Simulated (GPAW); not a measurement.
# MnGa15P16 (GaP32 Mn1): moments or none

Wanted: the moments of MnGa15P16 (GaP32 Mn1) and the energy gained by spin polarisation.

Calculated with GPAW 26.7.0; PBE; plane waves with GPAW's PAW setups, scalar-relativistic.

## (1) The structure

It takes space group P-42m (No. 111, tetragonal). Conventional cell: a = 10.902 Å, b = 10.902 Å, c = 5.451 Å, α = 90.00°, β = 90.00°, γ = 90.00°. Mn has 4 P at 2.36 Å nearest. Nearest to P lie 3 Ga at 2.36 Å and 1 Mn at 2.36 Å. Ga has 4 P at 2.36 Å nearest. Nearest to P lie 4 Ga at 2.36 Å. Nearest to Ga lie 4 P at 2.36 Å. P has 4 Ga at 2.36 Å nearest. substitutional dopants on the host's lattice, its constants typed without a cited source, atoms not relaxed. Farther neighbours are not listed.

The cell is a made-up one and need not be a known phase.

## (2) Order 1, typed as ferro +

Parallel moments need no larger cell; this start tests for a ferromagnetic state only.

Contents of order1.py:

```python
import json
import numpy as np
from ase import Atoms
from ase.parallel import paropen, parprint
from gpaw import GPAW

atoms = Atoms(['Mn', 'P', 'Ga', 'P', 'Ga', 'P', 'Ga', 'P', 'Ga', 'P', 'Ga', 'P', 'Ga', 'P', 'Ga', 'P', 'Ga', 'P', 'Ga', 'P', 'Ga', 'P', 'Ga', 'P', 'Ga', 'P', 'Ga', 'P', 'Ga', 'P', 'Ga', 'P'],
    cell=[[10.902, 0.0, 0.0],
         [0.0, 10.902, 0.0],
         [0.0, 0.0, 5.451]],
    scaled_positions=[[0.0, 0.0, 0.0],
         [0.125, 0.125, 0.25],
         [0.0, 0.25, 0.5],
         [0.125, 0.375, 0.75],
         [0.25, 0.0, 0.5],
         [0.375, 0.125, 0.75],
         [0.25, 0.25, 0.0],
         [0.375, 0.375, 0.25],
         [0.0, 0.5, 0.0],
         [0.125, 0.625, 0.25],
         [0.0, 0.75, 0.5],
         [0.125, 0.875, 0.75],
         [0.25, 0.5, 0.5],
         [0.375, 0.625, 0.75],
         [0.25, 0.75, 0.0],
         [0.375, 0.875, 0.25],
         [0.5, 0.0, 0.0],
         [0.625, 0.125, 0.25],
         [0.5, 0.25, 0.5],
         [0.625, 0.375, 0.75],
         [0.75, 0.0, 0.5],
         [0.875, 0.125, 0.75],
         [0.75, 0.25, 0.0],
         [0.875, 0.375, 0.25],
         [0.5, 0.5, 0.0],
         [0.625, 0.625, 0.25],
         [0.5, 0.75, 0.5],
         [0.625, 0.875, 0.75],
         [0.75, 0.5, 0.5],
         [0.875, 0.625, 0.75],
         [0.75, 0.75, 0.0],
         [0.875, 0.875, 0.25]],
    pbc=True,
    magmoms=[4.5, 0.0, 0.0, 0.0, 0.0, 0.0, 0.0, 0.0, 0.0, 0.0, 0.0, 0.0, 0.0, 0.0, 0.0, 0.0, 0.0, 0.0, 0.0, 0.0, 0.0, 0.0, 0.0, 0.0, 0.0, 0.0, 0.0, 0.0, 0.0, 0.0, 0.0, 0.0])
atoms.calc = GPAW(mode={'name': 'pw', 'ecut': 450},
    xc='PBE',
    kpts={'size': (3, 3, 5), 'gamma': True},
    occupations={'name': 'fermi-dirac', 'width': 0.05},
    convergence={'density': 1e-05, 'energy': 1e-05},
    maxiter=200,
    mixer={'name': 'pulay', 'beta': 0.05, 'nmaxold': 6, 'weight': 50},
    symmetry={'tolerance': 1e-4},
    txt='order1.txt')
e = atoms.get_potential_energy(force_consistent=True)
res = {'free_energy': e, 'energy_sigma0': atoms.get_potential_energy(), 'fermi_energy': atoms.calc.get_fermi_level()}
res['moments'] = atoms.get_magnetic_moments().tolist()
res['total'] = atoms.get_magnetic_moment()
parprint('site moments (muB):', np.round(res['moments'], 3))
parprint(f"total moment: {res['total']:.3f} muB")
parprint(f'free energy: {e:.6f} eV')
atoms.calc.write('order1.gpw')
with paropen('results.json', 'w') as f:
    json.dump(res, f)
```

Started as:

```sh
OMP_NUM_THREADS=1 mpirun -n 4 gpaw python order1.py > order1.log
```

Numbers of over 12 decimals in the logs are rounded to 6 here.

Log:

```text
site moments (muB): [ 3.481e+00 -2.100e-02  1.700e-02 -2.000e-03  1.700e-02 -2.000e-03
  8.000e-03 -4.000e-03  4.000e-03 -2.000e-03  1.700e-02 -2.100e-02
 -0.000e+00 -4.000e-03  8.000e-03 -2.000e-03  4.000e-03 -2.000e-03
 -0.000e+00 -4.000e-03  1.700e-02 -2.100e-02  8.000e-03 -2.000e-03
  2.000e-03 -4.000e-03 -0.000e+00 -2.000e-03 -0.000e+00 -2.000e-03
  8.000e-03 -2.100e-02]
total moment: 4.000 muB
free energy: -150.086396 eV

--- order1.txt ---
Input parameters:
  mode=PW(ecut=450),
  convergence={'density': 1e-05, 'energy': 1e-05},
  kpts=MonkhorstPack(size=(3, 3, 5), gamma=True),
  maxiter=200,
  mixer=Pulay(name='pulay', nmaxold=6, beta=0.05, weight=50, sigma=0.015, g_ss=None),
  occupations=Occupations(name='fermi-dirac', width=0.05),
  symmetry=Symmetry(tolerance=0.0001),
  xc=XC(name='PBE')

Diagonalizing LCAO Hamiltonian
Converting LCAO to pw mode
        .--------------------------.
       /|                          |
      / |                          |
     /  |  P            P          |
    /   |      P             P     |
   /  Ga|           Ga             |
  /    P|        P   P         P   |
 *      .--Ga------------Ga--------.
 |     / P  P         P   P       /
 | Ga /      Ga Ga         Ga    /
 |   /        P            P    /
 |  /P  Ga        GP Ga        /
 | /      Ga           Ga     /
 |/                          /
 Mn-----------Ga------------*

Atoms  # Å, Bohr magnetons
|    | symbol |        x |        y |        z |    initial magnetic moments |
|----|--------|----------|----------|----------|-----------------------------|
|  0 |     Mn | 0.000000 | 0.000000 | 0.000000 | ( 0.0000,  0.0000,  4.5000) |
|  1 |      P | 1.362750 | 1.362750 | 1.362750 | ( 0.0000,  0.0000,  0.0000) |
|  2 |     Ga | 0.000000 | 2.725500 | 2.725500 | ( 0.0000,  0.0000,  0.0000) |
|  3 |      P | 1.362750 | 4.088250 | 4.088250 | ( 0.0000,  0.0000,  0.0000) |
|  4 |     Ga | 2.725500 | 0.000000 | 2.725500 | ( 0.0000,  0.0000,  0.0000) |
|  5 |      P | 4.088250 | 1.362750 | 4.088250 | ( 0.0000,  0.0000,  0.0000) |
|  6 |     Ga | 2.725500 | 2.725500 | 0.000000 | ( 0.0000,  0.0000,  0.0000) |
|  7 |      P | 4.088250 | 4.088250 | 1.362750 | ( 0.0000,  0.0000,  0.0000) |
|  8 |     Ga | 0.000000 | 5.451000 | 0.000000 | ( 0.0000,  0.0000,  0.0000) |
|  9 |      P | 1.362750 | 6.813750 | 1.362750 | ( 0.0000,  0.0000,  0.0000) |
| 10 |     Ga | 0.000000 | 8.176500 | 2.725500 | ( 0.0000,  0.0000,  0.0000) |
| 11 |      P | 1.362750 | 9.539250 | 4.088250 | ( 0.0000,  0.0000,  0.0000) |
| 12 |     Ga | 2.725500 | 5.451000 | 2.725500 | ( 0.0000,  0.0000,  0.0000) |
| 13 |      P | 4.088250 | 6.813750 | 4.088250 | ( 0.0000,  0.0000,  0.0000) |
| 14 |     Ga | 2.725500 | 8.176500 | 0.000000 | ( 0.0000,  0.0000,  0.0000) |
| 15 |      P | 4.088250 | 9.539250 | 1.362750 | ( 0.0000,  0.0000,  0.0000) |
| 16 |     Ga | 5.451000 | 0.000000 | 0.000000 | ( 0.0000,  0.0000,  0.0000) |
| 17 |      P | 6.813750 | 1.362750 | 1.362750 | ( 0.0000,  0.0000,  0.0000) |
| 18 |     Ga | 5.451000 | 2.725500 | 2.725500 | ( 0.0000,  0.0000,  0.0000) |
| 19 |      P | 6.813750 | 4.088250 | 4.088250 | ( 0.0000,  0.0000,  0.0000) |
| 20 |     Ga | 8.176500 | 0.000000 | 2.725500 | ( 0.0000,  0.0000,  0.0000) |
| 21 |      P | 9.539250 | 1.362750 | 4.088250 | ( 0.0000,  0.0000,  0.0000) |
| 22 |     Ga | 8.176500 | 2.725500 | 0.000000 | ( 0.0000,  0.0000,  0.0000) |
| 23 |      P | 9.539250 | 4.088250 | 1.362750 | ( 0.0000,  0.0000,  0.0000) |
| 24 |     Ga | 5.451000 | 5.451000 | 0.000000 | ( 0.0000,  0.0000,  0.0000) |
| 25 |      P | 6.813750 | 6.813750 | 1.362750 | ( 0.0000,  0.0000,  0.0000) |
| 26 |     Ga | 5.451000 | 8.176500 | 2.725500 | ( 0.0000,  0.0000,  0.0000) |
| 27 |      P | 6.813750 | 9.539250 | 4.088250 | ( 0.0000,  0.0000,  0.0000) |
| 28 |     Ga | 8.176500 | 5.451000 | 2.725500 | ( 0.0000,  0.0000,  0.0000) |
| 29 |      P | 9.539250 | 6.813750 | 4.088250 | ( 0.0000,  0.0000,  0.0000) |
| 30 |     Ga | 8.176500 | 8.176500 | 0.000000 | ( 0.0000,  0.0000,  0.0000) |
| 31 |      P | 9.539250 | 9.539250 | 1.362750 | ( 0.0000,  0.0000,  0.0000) |

Unit cell  # Å
| periodic |         x |         y |        z |   lengths |    angles |
|----------|-----------|-----------|----------|-----------|-----------|
|      yes | 10.902000 |  0.000000 | 0.000000 | 10.902000 | 90.000000 |
|      yes |  0.000000 | 10.902000 | 0.000000 | 10.902000 | 90.000000 |
|      yes |  0.000000 |  0.000000 | 5.451000 |  5.451000 | 90.000000 |

Number of symmetries: 8

BZ-sampling:
  Number of BZ points: 45
  Number of IBZ points: 9

  Monkhorst-Pack size: [3, 3, 5]
  Monkhorst-Pack shift: [0, 0, 0]

K-points  # in reciprocal-cell coordinates
|   |                                coordinates |     weight |
|---|--------------------------------------------|------------|
| 0 | (  0.00000000,   0.00000000,   0.00000000) | 0.02222222 |
| 1 | (  0.00000000,   0.00000000,   0.20000000) | 0.04444444 |
| 2 | (  0.00000000,   0.00000000,   0.40000000) | 0.04444444 |
| 3 | (  0.33333333,   0.00000000,   0.00000000) | 0.08888889 |
| 4 | (  0.33333333,   0.00000000,   0.20000000) | 0.17777778 |
| 5 | (  0.33333333,   0.00000000,   0.40000000) | 0.17777778 |
| 6 | (  0.33333333,   0.33333333,   0.00000000) | 0.08888889 |
| 7 | (  0.33333333,   0.33333333,   0.20000000) | 0.17777778 |
| 8 | (  0.33333333,   0.33333333,   0.40000000) | 0.17777778 |

Plane wave coefficients: 14089
Cutoff: 450.000000 eV

Spin-components: 2 (collinear spins)
Bands:           91
Projectors:      161
Spin-degeneracy: 1
Datatype:        complex128

Parallelization:
  kpt:    4
  domain: 1
  band:   1

Density:
  Valence electrons: 140.0
  Components: 2
  Grid points: [54 54 27]
  Charge: 0.0  # |e|

Potential:
  Grid points: [54 54 27]

species:
  Mn:
    name:    Manganese
    Z:       25.0
    valence: 15
    core:    10
    charge:  0.0  # [|e|]
    compensation charges:
      type: gauss
      rc: 0.38  # [Å]
      lmax: 2
    cutoffs:
      filter: 2.14  # [Å]
      core: 0.86  # [Å]
    projectors
    | kind |    occ | energy [eV] | rcut [Å] |
    |------|--------|-------------|----------|
    |   3s |  2.000 |     -85.859 |    1.275 |
    |   4s |  2.000 |      -5.106 |    1.275 |
    |   3p |  6.000 |     -54.597 |    1.281 |
    |   4p |  0.000 |      -1.371 |    1.281 |
    |   3d |  5.000 |      -6.771 |    1.138 |
    |    d |        |      20.441 |    1.138 |

    Using partial waves for Mn as LCAO basis

  P:
    name:    Phosphorus
    Z:       15.0
    valence: 5
    core:    10
    charge:  0.0  # [|e|]
    compensation charges:
      type: gauss
      rc: 0.30  # [Å]
      lmax: 2
    cutoffs:
      filter: 1.69  # [Å]
      core: 1.81  # [Å]
    projectors
    | kind |    occ | energy [eV] | rcut [Å] |
    |------|--------|-------------|----------|
    |   3s |  2.000 |     -13.968 |    0.953 |
    |   3p |  3.000 |      -5.506 |    0.953 |
    |    s |        |      13.244 |    0.953 |
    |    p |        |      21.705 |    0.953 |
    |    d |        |       0.000 |    0.953 |

    Using partial waves for P as LCAO basis

  Ga:
    name:    Gallium
    Z:       31.0
    valence: 3
    core:    28
    charge:  0.0  # [|e|]
    compensation charges:
      type: gauss
      rc: 0.37  # [Å]
      lmax: 2
    cutoffs:
      filter: 2.06  # [Å]
      core: 4.17  # [Å]
    projectors
    | kind |    occ | energy [eV] | rcut [Å] |
    |------|--------|-------------|----------|
    |   4s |  2.000 |      -8.945 |    1.164 |
    |   4p |  1.000 |      -2.580 |    1.164 |
    |    s |        |      18.266 |    1.164 |
    |    p |        |      24.631 |    1.164 |
    |    d |        |       0.000 |    1.164 |

    Using partial waves for Ga as LCAO basis

Reference energy: -973630.779546  # eV

eigensolver:
  PPCG
  Converge bands: occupied
  niter=2

density mixing:
  Pulay-Mixer
  Linear mixing parameters: 0.05
  Old densities: 6
  Fourier metric: weight=50, sigma=0.015

occupation numbers:
  Fermi-Dirac:
    width: 0.0500  # eV

poisson solver:
  ecut: 3600.000000  # eV

xc functional:
  name: PBE with 2 nearest neighbor stencil

convergence criteria:
- Maximum integral of absolute [dens]ity change: 1e-05 electrons / valence electron
- Maximum [total energy] change in last 3 cyles: 1e-05 eV / valence electron
- Maximum integral of absolute [eigenst]ate change: 4e-08 eV^2 / valence electron
maximum number of iterations: 200

SCF iterations
|iter     |      energy | eigst |  dens |  magmom |
|---------|-------------|-------|-------|---------|
|iter:   1|       0s | -152.501616 | +0.00 |       |  +4.5098|
|iter:   2|      19s | -152.161942 | -1.27 | -0.84 |  +4.4844|
|iter:   3|      37s | -150.684268 | -1.57 | -0.89 |  +4.3906|
|iter:   4|      56s | -150.619597 | -1.06 | -1.02 |  +4.1125|
|iter:   5|      74s | -150.480014 | -2.33 | -1.37 |  +4.1102|
|iter:   6|      92s | -150.334521 | -2.47 | -1.41 |  +3.9797|
|iter:   7|     111s | -150.077876 | -2.17 | -1.57 |  +4.0060|
|iter:   8|     130s | -150.067977 | -3.00 | -2.12 |  +3.9965|
|iter:   9|     148s | -150.065380 | -4.31 | -2.35 |  +4.0031|
|iter:  10|     167s | -150.064939 | -3.84 | -2.41 |  +4.0005|
[... 11 iterations left out ...]
|iter:  22|     390s | -150.065029c| -7.34 | -4.14 |  +3.9999|
|iter:  23|     400s | -150.065029c| -8.22c| -4.19 |  +3.9999|
|iter:  24|     409s | -150.065028c| -7.79c| -4.25 |  +4.0000|
|iter:  25|     419s | -150.065028c| -8.03c| -4.36 |  +4.0001|
|iter:  26|     428s | -150.065028c| -7.65c| -4.46 |  +4.0001|
|iter:  27|     438s | -150.065029c| -7.87c| -4.58 |  +4.0001|
|iter:  28|     448s | -150.065029c| -8.31c| -4.69 |  +4.0001|
|iter:  29|     457s | -150.065029c| -8.62c| -4.73 |  +4.0001|
|iter:  30|     467s | -150.065028c| -8.17c| -4.77 |  +4.0000|
|iter:  31|     477s | -150.065028c| -8.63c| -5.07c|  +4.0000|

Converged in 31 steps
Energy contributions relative to reference atoms: (reference = -973630.779546)

Energy contributions:
  Kinetic:         379.927417
  Coulomb:        -334.354672
  Zero:              0.356177
  External:          0.000000
  Xc:             -195.972583
  Entropy:          -0.042736
  Spinorbit:         0.000000
  ----------------------------
  Free energy:    -150.086396
  Extrapolated:   -150.065028

dipole moment: (-107.892738, -107.892738, -109.502756)  # |e|*Ang

Total magnetic moment: (0.000000, 0.000000, 4.000044)

Local magnetic moments
|        x |        y |         z |
|----------|----------|-----------|
| 0.000000 | 0.000000 |  3.481004 |  # Mn   0
| 0.000000 | 0.000000 | -0.020830 |  # P    1
| 0.000000 | 0.000000 |  0.016633 |  # Ga   2
| 0.000000 | 0.000000 | -0.001585 |  # P    3
| 0.000000 | 0.000000 |  0.016633 |  # Ga   4
| 0.000000 | 0.000000 | -0.001585 |  # P    5
| 0.000000 | 0.000000 |  0.008142 |  # Ga   6
| 0.000000 | 0.000000 | -0.003619 |  # P    7
| 0.000000 | 0.000000 |  0.003507 |  # Ga   8
| 0.000000 | 0.000000 | -0.001585 |  # P    9
| 0.000000 | 0.000000 |  0.016633 |  # Ga  10
| 0.000000 | 0.000000 | -0.020830 |  # P   11
| 0.000000 | 0.000000 | -0.000201 |  # Ga  12
| 0.000000 | 0.000000 | -0.003619 |  # P   13
| 0.000000 | 0.000000 |  0.008142 |  # Ga  14
| 0.000000 | 0.000000 | -0.001585 |  # P   15
[...]
| 0.000000 | 0.000000 |  0.008142 |  # Ga  22
| 0.000000 | 0.000000 | -0.001585 |  # P   23
| 0.000000 | 0.000000 |  0.002327 |  # Ga  24
| 0.000000 | 0.000000 | -0.003619 |  # P   25
| 0.000000 | 0.000000 | -0.000201 |  # Ga  26
| 0.000000 | 0.000000 | -0.001585 |  # P   27
| 0.000000 | 0.000000 | -0.000201 |  # Ga  28
| 0.000000 | 0.000000 | -0.001585 |  # P   29
| 0.000000 | 0.000000 |  0.008142 |  # Ga  30
| 0.000000 | 0.000000 | -0.020830 |  # P   31

Fermi level: 5.099
Eigenvalues  # (at kpt = [0.000, 0.000, 0.000])
| band index |      eig [eV] | occ [0-1] |      eig [eV] | occ [0-1] |
|------------|---------------|-----------|---------------|-----------|
|          0 |       -75.909 |     1.000 |       -72.057 |     1.000 |
|        ... |               |           |               |           |
|         61 |         3.309 |     1.000 |         3.641 |     1.000 |
|         62 |         3.372 |     1.000 |         3.691 |     1.000 |
|         63 |         3.459 |     1.000 |         3.691 |     1.000 |
|         64 |         3.459 |     1.000 |         3.729 |     1.000 |
|         65 |         3.724 |     1.000 |         4.647 |     1.000 |
|         66 |         3.929 |     1.000 |         4.678 |     1.000 |
|         67 |         4.057 |     1.000 |         4.678 |     1.000 |
|         68 |         4.273 |     1.000 |         5.851 |     0.000 |
|         69 |         4.273 |     1.000 |         5.875 |     0.000 |
|         70 |         5.355 |     0.006 |         6.356 |     0.000 |
|         71 |         5.423 |     0.002 |         6.428 |     0.000 |
|         72 |         5.423 |     0.002 |         6.428 |     0.000 |
|         73 |         6.703 |     0.000 |         6.799 |     0.000 |
|         74 |         6.703 |     0.000 |         6.966 |     0.000 |
|         75 |         6.719 |     0.000 |         6.995 |     0.000 |
|         76 |         6.791 |     0.000 |         6.999 |     0.000 |
|        ... |               |           |               |           |
|         90 |         8.806 |     0.000 |         8.957 |     0.000 |

No gap
No difference between direct/indirect transitions
```

Wall time 8.4 min (4 MPI ranks of Arm Neoverse V1, shared host); peak memory 2 GiB.

Spin moment in the augmentation sphere by element, in μB:

```csv
element,atoms,mean,spread (r.m.s.),least,largest
Mn,1,3.48,0.00,3.48,3.48
P,16,-0.01,0.01,-0.02,0.00
Ga,15,0.01,0.01,0.00,0.02
```

The atoms farthest from the mean of their element:

```csv
atom,"x, y, z (Å)",spin moment in the augmentation sphere (μB)
P32,"9.54, 9.54, 1.36",-0.02
P2,"1.36, 1.36, 1.36",-0.02
P22,"9.54, 1.36, 4.09",-0.02
P12,"1.36, 9.54, 4.09",-0.02
Ga3,"0.00, 2.73, 2.73",0.02
Ga5,"2.73, 0.00, 2.73",0.02
Ga11,"0.00, 8.18, 2.73",0.02
Ga21,"8.18, 0.00, 2.73",0.02
```

This step gave:

```yaml
magnetization: 4.000 μB
final_state: ferromagnetic
```

After 31 cycles the largest moment stands at 3.48 μB.

[end of part 1 of 2]

[Logs and program files are shortened in this print: banners, set-up blocks, solver, clock and traceback lines can be left out without a mark of their own.]

[Logs are printed without paths, hosts, clocks, repeated set-up lines and the standing remarks that a program may print on its own settings, such as how far it seeks lower states.]

[Hosts, paths, dates, database ids (printed as entryN), source tags and the programs' standing remarks are cut or masked in the printed files.]

[Where a cell is said to come from a database of computed structures, the database is the Materials Project.]
